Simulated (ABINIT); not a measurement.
The system is AlN.

```
Al N
1.0
     0.00000    2.03452    2.03452
     2.03452    0.00000    2.03452
     2.03452    2.03452    0.00000
Al N
1 1
Direct
  0.50000 0.50000 0.50000
  0.00000 0.00000 0.00000
```

Measurements of this composition are mostly on another form, of space group No. 186.

Base run:

* Program: ABINIT 10.8.3 (patched build)
* Functional: r2SCAN
* Potentials or basis: JTH PAW PBE v2.0
* Cutoff: 844 eV
* k mesh: 11 × 11 × 11
* Occupations: fermi-dirac, width 0.05 eV
* Spin: no spin polarisation

Its results: band gap on the k mesh 5.34 eV, indirect (least direct gap 6.18 eV); pressure -3.3 GPa.

**Question.** The run is repeated on the same cell with these changes: functional from r2SCAN to AM05. What comes out?

**Answer.** Band gap on the k mesh 4.52 eV, indirect (least direct gap 5.41 eV); pressure -4.0 GPa.

r2SCAN gives the wider gap, since meta-GGAs in the generalised Kohn-Sham scheme recover part of the derivative discontinuity.

Caveats: the PAW data sets were made with another functional, which shifts forces and pressure a little; the mesh misses the band edges, which the band path finds closer together.
